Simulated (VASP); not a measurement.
# Ba (Pm-3m) in VASP: notebook

Runs on Ba. Level: PBE. Tasks: single point.

All numbers are computed with VASP 6.6.1; they aren't measurements. Logs are shortened: lines on timing, memory, paths and dates and some standing lists are left out, and cuts for length are marked.

**1. Starting point**

The structure is cubic, space group Pm-3m (No. 221). The conventional cell has a = 3.918 Å, b = 3.918 Å, c = 3.918 Å, α = 90.00°, β = 90.00°, γ = 90.00°. Around Ba (site symmetry m-3m) lie 6 Ba at 3.92 Å.

This isn't the form of Ba at room conditions, which is bcc.

**2. Single point, PBE**

File INCAR:

```
PREC = Accurate
ENCUT = 700
EDIFF = 1E-6
ISMEAR = 1
SIGMA = 0.1
LREAL = F
LASPH = T
NELM = 100
ALGO = Normal
ISIF = 2
LWAVE = F
LCHARG = F
GGA = PE
ADDGRID = F
```

File KPOINTS:

```
regular mesh
0
Gamma
  17 17 17
```

File POSCAR:

```
Ba
1.0
    3.9177175405      0.0000000000      0.0000000000
    0.0000000000      3.9177175405      0.0000000000
    0.0000000000      0.0000000000      3.9177175405
Ba
1
Direct
    0.0000000000      0.0000000000      0.0000000000
```

Potentials or basis: VASP PAW PBE potentials, release 64 (Ba_sv).

Launch:

```
$ cat potpaw_PBE.64/Ba_sv/POTCAR > POTCAR
$ mpirun -np 1 vasp_std > vasp.out
```

OUTCAR:

```text
PREC = Accurate
   ENCUT = 700
   EDIFF = 1E-6
   ISMEAR = 1
   LREAL = F
   LASPH = T
   NELM = 100
   ISIF = 2
   GGA = PE

 Found    165 irreducible k-points:

 Following reciprocal coordinates:
            Coordinates               Weight
  0.000000  0.000000  0.000000      1.000000
  0.058824  0.000000  0.000000      6.000000
  0.117647  0.000000  0.000000      6.000000
  0.176471  0.000000  0.000000      6.000000
  0.235294  0.000000  0.000000      6.000000
  0.294118  0.000000  0.000000      6.000000
   k-points           NKPTS =    165   k-points in BZ     NKDIM =    165   number of bands    NBANDS=      9
   number of dos      NEDOS =    301   number of ions     NIONS =      1
   total plane-waves  NPLWV =  46656
   dimension x,y,z NGX =    36 NGY =   36 NGZ =   36
   dimension x,y,z NGXF=    72 NGYF=   72 NGZF=   72
   ions per type =               1
   NGX,Y,Z   is equivalent  to a cutoff of  15.28, 15.28, 15.28 a.u.
   NGXF,Y,Z  is equivalent  to a cutoff of  30.55, 30.55, 30.55 a.u.
 SYSTEM =  unknown system
   PREC   = accura    normal or accurate (medium, high low for compatibility)
   ISTART =      0    job   : 0-new  1-cont  2-samecut
   ICHARG =      2    charge: 1-file 2-atom 10-const
   ISPIN  =      1    spin polarized calculation?
   LNONCOLLINEAR =      F non collinear calculations
   LSORBIT =      F    spin-orbit coupling
   LASPH  =      T    aspherical Exc in radial PAW
   ENCUT  =  700.0 eV  51.45 Ry    7.17 a.u.   8.45  8.45  8.45*2*pi/ulx,y,z
   NELM   =    100;   NELMIN=  2; NELMDL= -5     # of ELM steps
   EDIFF  = 0.1E-05   stopping-criterion for ELM
   LREAL  =      F    real-space projection
   EDIFFG = 0.1E-04   stopping-criterion for IOM
   NSW    =      0    number of steps for IOM
   IBRION =     -1    ionic relax: 0-MD 1-quasi-New 2-CG
   NFREE  =      0    steps in history (QN), initial steepest desc. (CG)
   ISIF   =      2    stress and relaxation
   ISYM   =      2    0-nonsym 1-usesym 2-fastsym
   POTIM  = 0.5000    time-step for ionic-motion
   TEBEG  =    0.0;   TEEND  =   0.0 temperature during run
   PSTRESS=    0.0 pullay stress
   NELECT =      10.0000    total number of electrons
   NUPDOWN=      -1.0000    fix difference up-down
   EMIN   =  10.00;   EMAX   =-10.00  energy-range for DOS
   EFERMI =   0.00;   METHOD = LEGACY
   ISMEAR =     1;   SIGMA  =   0.10  broadening in eV -4-tet -1-fermi 0-gaus
   EFERMI_NEDOS =   21; number of points for ismear=-14 and -15
   IALGO  =     38    algorithm
   IMIX   =      4    mixing-type and parameters
     AMIX     =   0.40;   BMIX     =  1.00
     AMIX_MAG =   1.60;   BMIX_MAG =  1.00
  volume/ion in A,a.u.               =      60.13       405.78
  Fermi-wavevector in a.u.,A,eV,Ry     =   0.900275  1.701272 11.027448  0.810495
  Thomas-Fermi vector in A             =   2.023212
   LORBIT       =      0    0 simple, 1 ext, 2 COOP (PROOUT), +10 PAW based schemes
   GGA     = PE    functional components
   LHFCALC =     F    Hartree Fock is set to
   AEXX    =    0.0000 exact exchange contribution
   IVDW    =     0    specifies the selected vdW correction
   LEPSILON=     F    determine dielectric tensor
   LRPA    =     F    only Hartree local field effects (RPA)
 non-spin polarized calculation
 Methfessel and Paxton  Order N= 1 SIGMA  =   0.10
  energy-cutoff  :      700.00
  volume of cell :       60.13
 maximum number of plane-waves:      2550
 NGX is ok and might be reduce to    36
   NGX = 17   NGY = 17   NGZ = 17

 number of electron      10.0000000 magnetization

 Free energy of the ion-electron system (eV)
  ---------------------------------------------------
  ext. energy  EPLUGINS =         0.00000000
  ---------------------------------------------------
  free energy    TOTEN  =        -1.59749995 eV

  energy without entropy =       -1.59799055  energy(sigma->0) =       -1.59766348

 E-fermi :   1.7349     XC(G=0):  -7.5437

 val. band max:        1.7243362081   @ k =   0.4706   0.1765   0.1765
 cond. band min:       1.7595947705   @ k =   0.0000   0.0000   0.0000
 fundamental gap:      0.0352585624
 Fermi energy:         1.7349425465

 k-point     1 :       0.0000    0.0000    0.0000
  band No.  band energies     occupation
      1     -27.4106      2.00000
      2     -12.2240      2.00000
      3     -12.2240      2.00000
      4     -12.2240      2.00000
      5      -0.8506      2.00000
      6       1.7596      0.59648
      7       1.7596      0.59648
      8       6.7011      0.00000
      9       6.7011      0.00000

 k-point     2 :       0.0588    0.0000    0.0000
  band No.  band energies     occupation
      1     -27.4085      2.00000
      2     -12.2523      2.00000
      3     -12.2217      2.00000
      4     -12.2217      2.00000
      5      -0.7963      2.00000
      6       1.7763      0.36157
      7       1.8163      0.01314
      8       6.5501      0.00000
      9       6.5673      0.00000

 k-point     3 :       0.1176    0.0000    0.0000
  band No.  band energies     occupation
      1     -27.4023      2.00000
      2     -12.3321      2.00000
      3     -12.2148      2.00000
      4     -12.2148      2.00000
      5      -0.6412      2.00000
      6       1.8252     -0.02373
      7       1.9803     -0.00284
      8       6.1903      0.00000
      9       6.1904      0.00000

 k-point     4 :       0.1765    0.0000    0.0000
  band No.  band energies     occupation
      1     -27.3929      2.00000
      2     -12.4497      2.00000
      3     -12.2044      2.00000
      4     -12.2044      2.00000
      5      -0.4058      2.00000
      6       1.9021     -0.03957
      7       2.2282     -0.00000
      8       5.7619      0.00000
      9       5.7619      0.00000

 k-point     5 :       0.2353    0.0000    0.0000
  band No.  band energies     occupation
      1     -27.3814      2.00000
      2     -12.5867      2.00000
      3     -12.1918      2.00000
      4     -12.1918      2.00000
      5      -0.1153      2.00000
      6       1.9999     -0.00116
      7       2.5057     -0.00000
      8       5.3467      0.00000
      9       5.3467      0.00000

 k-point     6 :       0.2941    0.0000    0.0000
  band No.  band energies     occupation
      1     -27.3696      2.00000
      2     -12.7235      2.00000
      3     -12.1787      2.00000
      4     -12.1787      2.00000
      5       0.2060      2.00000
      6       2.1077     -0.00000
      7       2.7213     -0.00000
      8       4.9859      0.00000
      9       4.9859      0.00000

 [... further k-points ...]
[... 5 lines left out ...]
  --------------------------------------------------------------------------------------
  -------------------------------------------------------------------------------------
  Total        0.1235523      0.1235523      0.1235523     -0.0000000     -0.0000000      0.0000000
  in kB        3.2920178      3.2920178      3.2920178     -0.0000000     -0.0000000      0.0000000
  external PRESSURE =       3.2920178 kB  Pullay stress =       0.0000000 kB

 VOLUME and BASIS-vectors are now :
 -----------------------------------------------------------------------------
  energy-cutoff  :      700.00
  volume of cell :       60.13
      direct lattice vectors                 reciprocal lattice vectors
     3.917717540  0.000000000  0.000000000     0.255250663  0.000000000  0.000000000
     0.000000000  3.917717540  0.000000000     0.000000000  0.255250663  0.000000000
     0.000000000  0.000000000  3.917717540     0.000000000  0.000000000  0.255250663

 POSITION                                       TOTAL-FORCE (eV/Angst)
 -----------------------------------------------------------------------------------
      0.00000      0.00000      0.00000         0.000000      0.000000      0.000000
 -----------------------------------------------------------------------------------
    total drift:                                0.000000      0.000000      0.000000

  FREE ENERGIE OF THE ION-ELECTRON SYSTEM (eV)
  ---------------------------------------------------
  free  energy   TOTEN  =        -1.5974999468 eV

  energy  without entropy=       -1.5979905505  energy(sigma->0) =       -1.59766348
```

It took 76 s on 1 thread of Intel Xeon Platinum 8259CL at 2.50GHz (Skylake/Cascade Lake), shared host; peak memory 0.31 GiB.

These settings aren't checked as converged: the numbers below hold their error.

What came out:

```
Free energy            : -1.5975 eV
Pressure               : 0.3 GPa
Band gap on the k mesh : none (metal or under the smearing width)
```

**3. Single point, PBE**

INCAR is that of step 2.

KPOINTS is that of step 2.

File POSCAR:

```
Ba
1.0
    3.9784390000     -0.0454340000      0.0410850000
   -0.0454340000      3.9110040000      0.0402290000
    0.0410850000      0.0402290000      3.8659060000
Ba
1
Direct
   -0.0007550000      0.0095990000     -0.0077320000
```

Potentials or basis: VASP PAW PBE potentials, release 64 (Ba_sv).

Launch:

```
$ cat potpaw_PBE.64/Ba_sv/POTCAR > POTCAR
$ mpirun -np 1 vasp_std > vasp.out
```

Wall time 14 min (1 thread of Intel Xeon Platinum 8259CL at 2.50GHz (Skylake/Cascade Lake), shared host); peak memory 2.1 GiB.

These settings aren't checked as converged: the numbers below hold their error.

Results:

```
Free energy            : -1.5964 eV
Pressure               : 0.3 GPa
Band gap on the k mesh : none (metal or under the smearing width)
```

**4. For comparison**

An earlier run on the cell as given: functional PBE; potentials or basis VASP PAW PBE potentials, release 64 (Ba_sv); cutoff 520 eV; k mesh 7 × 7 × 7; occupations fermi-dirac, width 0.05 eV; no spin polarisation.

- Pressure: 0.4 GPa
- Band gap on the k mesh: 0.15 eV, indirect (least direct gap 0.22 eV)
